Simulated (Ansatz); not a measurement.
# ZnS: band gap under strain

How does strain move the band edges of ZnS built on the zincblende prototype, and do the functionals agree on it? States: +0.9 % biaxial strain in the (111) plane, free along [111]; -3.4 % equal strain in all directions; -1.7 % biaxial strain in x and y, free along z.

Code: Ansatz 0.2.0. PAW datasets, plane waves. (Simulation; spin polarisation is off.)

## Step 1: Starting point

The unstrained cell was relaxed with r2SCAN; in each strained cell the atoms were relaxed again with r2SCAN. Names of k-points are those of the unstrained zone, where strain can split equivalent points. First state: +0.9 % biaxial strain in the (111) plane, free along [111].

It is trigonal, R3m (No. 160); a = 3.844 Å, c = 9.285 Å in the conventional setting, 19.80 Å³ an atom. Near Zn stand 4 S at 2.34–2.35 Å; near S stand 4 Zn at 2.34–2.35 Å.

Coordinates:

```cif
data_structure
_symmetry_space_group_name_H-M 'P 1'
_symmetry_Int_Tables_number 1
_cell_length_a 3.8082
_cell_length_b 3.8082
_cell_length_c 3.8082
_cell_angle_alpha 60.615
_cell_angle_beta 60.615
_cell_angle_gamma 60.615
_cell_volume 39.59
loop_
_atom_site_label
_atom_site_type_symbol
_atom_site_fract_x
_atom_site_fract_y
_atom_site_fract_z
_atom_site_occupancy
Zn1 Zn 0.99921 0.99921 0.99921 1
S1 S 0.25079 0.25079 0.25079 1
```

## Step 2: +0.9 % biaxial strain in the (111) plane, free along [111]: PBE

Contents of input.yaml:

```yaml
crystal:
  lattice:
    - [-0.0250593106, 2.6927344339, 2.6927344339]
    - [2.6927344339, -0.0250593106, 2.6927344339]
    - [2.6927344339, 2.6927344339, -0.0250593106]
  atoms:
    - { symbol: Zn, position: [-0.0007939441, -0.0007939441, -0.0007939441] }
    - { symbol: S, position: [0.2507939441, 0.2507939441, 0.2507939441] }
kpoints:
  mp_grid: { grid: [8, 8, 8] }
  band_path:
    path:
      - [0.0, 0.0, 0.0]
      - [-0.5, -0.5, 0.0]
      - [-0.375, -0.375, 0.25]
      - [-0.375, 0.0, 0.375]
      - [0.0, 0.0, 0.5]
      - [-0.5, -0.25, 0.25]
    npoints: 1
hamiltonian:
  xc: pbe
scf:
  occupations: { method: fermi_dirac, width: 0.02 }
  n_extra_bands: 4
output:
  forces: true
  stress: true
  eigenvalues: true
```

On the command line:

```bash
$ ansatz run input.yaml --threads 4 --pin off --max-ram 3686MiB --backend cpu --events-out ev --progress --plain --runs-dir out
```

After this run come: +0.9 % biaxial strain in the (111) plane, free along [111]: r2SCAN; +0.9 % biaxial strain in the (111) plane, free along [111]: HSE06; -3.4 % equal strain in all directions: PBE; -3.4 % equal strain in all directions: r2SCAN; -3.4 % equal strain in all directions: HSE06; -1.7 % biaxial strain in x and y, free along z: PBE; -1.7 % biaxial strain in x and y, free along z: r2SCAN; -1.7 % biaxial strain in x and y, free along z: HSE06.

**Question.** What will these runs give?

As calculated:

Least gap in eV (negative: overlap):

```
                                                     state   PBE  r2SCAN  HSE06
+0.9 % biaxial strain in the (111) plane, free along [111]  2.04    2.60   3.27
                     -3.4 % equal strain in all directions  2.61    3.19   3.87
            -1.7 % biaxial strain in x and y, free along z  2.16    2.72   3.39
```

In words: Where both were run, the HSE06 gap lies +1.22 to +1.27 eV from PBE's, each on its own k points. In PBE the gap is least under +0.9 % biaxial strain in the (111) plane, free along [111] (2.04 eV) and largest under -3.4 % equal strain in all directions (2.61 eV).
